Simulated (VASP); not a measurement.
**BaZrO3: single point with PBE**

Crystal: BaZrO3.

```
CELL_PARAMETERS angstrom
-2.97697 2.97697 4.21394
2.97697 -2.97697 4.21394
2.97697 2.97697 -4.21394
ATOMIC_POSITIONS crystal
Ba 0.24658 0.74420 0.49751
Ba 0.74957 0.24310 0.49622
Zr 0.49817 0.49356 0.99451
Zr 0.01342 0.00040 0.00704
O 0.26559 0.23821 0.50103
O 0.73883 0.76313 0.49942
O 0.76643 0.26901 0.02346
O 0.24344 0.74211 0.98814
O 0.24981 0.24938 0.01131
O 0.75111 0.74601 0.99685
```

The cell is a database's computed one.

The cell isn't the ideal one: atoms moved at random, drawn with an rms of 0.05 Å.

* Program: VASP 6.6.1
* Task: single point
* Functional: PBE
* Potentials or basis: VASP PAW PBE potentials, release 64 (Ba_sv, Zr_sv, O)
* Cutoff: 520 eV
* k mesh: 6 × 6 × 6
* Occupations: fermi-dirac, width 0.05 eV
* Spin: no spin polarisation
* Further INCAR settings: ALGO = Normal; EDIFF = 1e-07; NBANDS = 51

```yaml
Pressure: 3.0 GPa
Largest_force: 1.474 eV/Å
Band_gap_on_the_k_mesh: 3.12 eV
```

Forces on the atoms (eV/Å):
```
Ba  -0.102  0.067  0.144
Ba   0.092  0.063 -0.003
Zr   0.361  0.728  0.406
Zr  -0.054 -1.118 -0.960
O    0.229  0.013 -0.239
O   -0.046  0.139  0.011
O   -0.110  0.189 -0.300
O   -0.353  0.057  0.022
O   -0.203 -0.048  1.047
O    0.185 -0.090 -0.128
```

Stress tensor (GPa, compression positive):
```
 2.95 -0.08  0.08
-0.08  2.90 -0.05
 0.08 -0.05  3.11
```

Levels at points of the mesh, in eV from the valence-band top:
```csv
k point,band 37,band 38,band 39,band 40,band 41,band 42,band 43,band 44
"(0.00, 0.00, 0.00)",-0.30,-0.06,-0.03,0.00,3.12,3.13,3.14,4.58
"(0.50, 0.00, 0.00)",-0.75,-0.56,-0.55,-0.39,4.69,4.73,4.97,5.04
"(0.00, 0.50, 0.00)",-0.70,-0.66,-0.59,-0.41,4.71,4.82,4.88,5.00
"(0.00, 0.50, 0.50)",-0.72,-0.68,-0.56,-0.44,4.71,4.81,4.90,4.96
"(0.50, 0.00, 0.50)",-0.76,-0.71,-0.52,-0.47,4.76,4.82,4.90,4.95
"(0.50, 0.50, 0.00)",-0.88,-0.55,-0.52,-0.09,3.54,5.41,5.49,5.55
"(0.00, 0.00, 0.50)",-0.86,-0.56,-0.53,-0.12,3.55,5.41,5.50,5.51
"(0.50, 0.50, 0.50)",-0.87,-0.56,-0.53,-0.10,3.56,5.39,5.42,5.63
```

Run time: 12 min on 1 thread of Intel(R) Xeon(R) 6975P-C (Granite Rapids), with other jobs on the host, peak memory 0.8 GiB.

Caveat: spin-orbit coupling is left out, which moves the levels of the heavy elements. A k mesh can miss the band edges.
